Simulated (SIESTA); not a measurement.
Runs of SIESTA 5.4.2 on Au. It takes space group Fm-3m (No. 225, cubic). Conventional cell: a = 4.070 Å, b = 4.070 Å, c = 4.070 Å, α = 90.00°, β = 90.00°, γ = 90.00°. Au (site symmetry m-3m) has 12 Au at 2.88 Å as nearest neighbours. 

```csv
task,potentials or basis,cell,optimiser,force tolerance,gap on the mesh (eV),pressure (GPa)
relaxation of cell and atoms,"PseudoDojo 0.4 standard (PBE files), DZP (energy shift 0.003 Ry; two zetas on semicore shells)",relaxed to 5 GPa,CG,0.04 eV/Å,none,5.0
single point,"PseudoDojo 0.4 standard (PBE files), DZP (energy shift 0.003 Ry; two zetas on semicore shells)",as given,-,-,none,12.3
single point,"SG15 1.2 (PBE files) or PseudoDojo by element, DZP (energy shift 0.003 Ry; two zetas on semicore shells)",as given,-,-,none,(a)
single point,"PseudoDojo 0.4 stringent (PBE files), DZP (energy shift 0.003 Ry; two zetas on semicore shells)",as given,-,-,none,12.3
relaxation of cell and atoms,"PseudoDojo 0.4 standard (PBE files), DZP (energy shift 0.003 Ry; two zetas on semicore shells)",relaxed to 2 GPa,CG,0.04 eV/Å,none,2.0
relaxation of cell and atoms,"PseudoDojo 0.4 standard (PBE files), DZP (energy shift 0.003 Ry; two zetas on semicore shells)",relaxed to 30 GPa,CG,0.04 eV/Å,none,30.0
single point,"Ansatz (PBE files), DZP (energy shift 0.003 Ry; two zetas on semicore shells)",as given,-,-,none,12.7
single point,"PseudoDojo 0.5 standard (PBE files), DZP (energy shift 0.003 Ry; two zetas on semicore shells)",as given,-,-,none,12.3
single point,"SPMS 1.0 (PBE files) or PseudoDojo by element, DZP (energy shift 0.003 Ry; two zetas on semicore shells)",as given,-,-,none,11.3
relaxation of cell and atoms,"PseudoDojo 0.4 standard (PBE files), DZP (energy shift 0.003 Ry; two zetas on semicore shells)",relaxed to 10 GPa,CG,0.04 eV/Å,none,10.0
relaxation of cell and atoms,"PseudoDojo 0.4 standard (PBE files), DZP (energy shift 0.003 Ry; two zetas on semicore shells)",relaxed,CG,0.04 eV/Å,none,0.0
relaxation of cell and atoms,"PseudoDojo 0.4 standard (PBE files), DZP (energy shift 0.003 Ry; two zetas on semicore shells)",relaxed to 20 GPa,CG,0.04 eV/Å,none,19.9
```

Alike in all rows: level PBE; no spin polarisation; k mesh 11 × 11 × 11; smearing fermi-dirac 0.05 eV; grid cutoff 800 Ry; energy shift 0.003 Ry.

**Question.** Fill in the values left out.

**Answer.** (a) 10.1.

Caveats: the basis of atomic orbitals isn't converged, which shifts pressures, moduli and gaps; short orbitals over semicore shells can move pressures by several GPa (some runs); the valence orbitals were made in a potential fitted to the semicore shell under them, which widens gaps by tenths of an eV or more (some runs).

A k mesh can miss the band edges, and the runs leave out spin-orbit coupling on Au.

A gap of «none» marks a metal or a gap under the smearing width.
